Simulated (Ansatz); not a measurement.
# Heat of formation of C2H6O2 (ethylene glycol) from total energies

The species is C2H6O2 (10 atoms), meant as a singlet with charge 0. As SMILES, `OCCO`. The shape is that of a PBE0-D4/def2-TZVP optimisation. This is one conformer, not always the lowest.

```csv
atom,x (Å),y (Å),z (Å)
O,1.5947,0.4775,-0.3585
C,0.4673,0.5675,0.4749
C,-0.4669,-0.6014,0.2630
O,-0.8610,-0.6911,-1.0964
H,1.2722,0.1892,-1.2200
H,-0.0788,1.5095,0.2991
H,0.8210,0.5836,1.5096
H,-1.3344,-0.5282,0.9314
H,0.0554,-1.5356,0.4812
H,-1.4694,0.0291,-1.2842
```

Total energies at B3LYP/6-31G* (spherical functions) (Ansatz 0.2.0); the atoms run unrestricted:

| species | state | energy (Eh) |
| --- | --- | --- |
| C2H6O2 | singlet | -230.236471 |
| O | triplet | -75.059404 |
| C | triplet | -37.844694 |
| H | doublet | -0.500273 |

Harmonic wavenumbers at PBE0-D4/def2-TZVP, in cm⁻¹: 168, 315, 329, 470, 545, 878, 899, 1058, 1089, 1131, 1207, 1240, 1369, 1377, 1400, 1435, 1487, 1498, 2966, 3027, 3089, 3111, 3812, 3853.

Measured heats of formation of the gaseous atoms at 298.15 K, in kJ/mol: O 249.2, C 716.9, H 218.0. Spin-orbit lowering of the atoms at 298 K (mean of the ground term's levels less their thermal mean, from spectra), in kJ/mol: O 0.40, C 0.02. Take 1 Eh = 2625.50 kJ/mol, 1 cm⁻¹ = 0.0119627 kJ/mol, RT = 2.479 kJ/mol.

Problem. What heat of formation follows?

Solution. 
1. Electronic atomisation energy: 2 × (-75.059404) + 2 × (-37.844694) + 6 × (-0.500273) − (-230.236471) = 1.426637 Eh = 3745.6 kJ/mol.
2. Zero-point energy: half the sum of the wavenumbers, 18876.5 cm⁻¹ = 225.8 kJ/mol.
3. Thermal vibrational enthalpy, Σ hcν̃/(exp(hcν̃/kT) − 1): 5.5 kJ/mol. Translation, rotation and pV of a non-linear molecule: 4 RT = 9.9 kJ/mol.
4. The 10 free atoms carry 5/2 RT each: 62.0 kJ/mol.
5. Spin-orbit coupling lowers the free atoms by 2 × 0.40 + 2 × 0.02 = 0.8 kJ/mol.
6. Atomisation enthalpy at 298 K: 3745.6 − 0.8 − 225.8 − 5.5 − 9.9 + 62.0 = 3565.6 kJ/mol.
7. Sum of the atoms' heats of formation: 3240.2 kJ/mol. Heat of formation: 3240.2 − 3565.6 = -325.4 kJ/mol.

The tabulated value is -389.4 kJ/mol (Active Thermochemical Tables), so this level is off by +64.0 kJ/mol, or 1.8 % of the atomisation enthalpy that the table implies (3629.6 kJ/mol). Anharmonicity and any spin-orbit splitting of the molecule are left out.
